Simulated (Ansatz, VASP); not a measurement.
Au: VASP beside Ansatz

File POSCAR:

```
Au
1.0
   -1.6198059006      1.6198059006      1.6198059006
    1.6198059006     -1.6198059006      1.6198059006
    1.6198059006      1.6198059006     -1.6198059006
Au
1
Direct
    0.0000000000      0.0000000000      0.0000000000
```

Contents of INCAR.step1:

```
PREC = Accurate
ENCUT = 520
ISMEAR = 0
SIGMA = 0.1
LREAL = False
LASPH = True
NELM = 100
NBANDS = 12
GGA = PE
ALGO = Normal
EDIFF = 1E-4
LWAVE = True
LCHARG = False
```

The input INCAR.step2:

```
PREC = Accurate
ENCUT = 520
EDIFF = 1E-6
ISMEAR = 0
SIGMA = 0.1
LREAL = False
LASPH = True
NELM = 100
ALGO = Normal
ISIF = 2
LWAVE = False
LCHARG = False
METAGGA = R2SCAN
LMIXTAU = True
NBANDS = 12
ISTART = 1
```

Contents of KPOINTS:

```
Automatic mesh
0
Gamma
  8 8 8
```

Input for Ansatz:

```yaml
crystal:
  lattice:
    - [-1.6198059006, 1.6198059006, 1.6198059006]
    - [1.6198059006, -1.6198059006, 1.6198059006]
    - [1.6198059006, 1.6198059006, -1.6198059006]
  atoms:
    - { symbol: Au, position: [0.0, 0.0, 0.0] }
basis:
  ecutwfc: 500
kpoints:
  mp_grid: { grid: [8, 8, 8] }
hamiltonian:
  xc: r2scan
scf:
  occupations: { method: gaussian, width: 0.1 }
output:
  forces: true
  stress: true
  eigenvalues: true
```

This isn't the form of Au at room conditions, which is fcc.

Alike in both runs: task single point; functional r2SCAN; k mesh 8 × 8 × 8; occupations gaussian, width 0.1 eV; no spin polarisation.

```csv
,VASP,Ansatz
version,VASP 6.6.1,Ansatz 0.2.0
potentials or method,"VASP PAW PBE potentials, release 64 (Au)","scalar-relativistic, plane waves, PAW"
plane-wave cutoff (eV),520,500
valence electrons in the cell,11,19
```

|  | VASP | Ansatz | Ansatz less VASP |
| --- | --- | --- | --- |
| gap on the k mesh at the Fermi level (eV) | none | none | - |
| pressure (GPa) | 6.0 | 5.6 | -0.34 |

A gap of «none» marks a metal or a gap that the smearing closes. The functional is the same, so the differences come from potentials, cutoffs and numerics. The two sets of potentials don't hold the same shells in valence.

Caveats: the PAW data sets were made with another functional, which shifts forces and pressure a little (VASP). The runs have no spin-orbit coupling, so splittings on Au are missing.
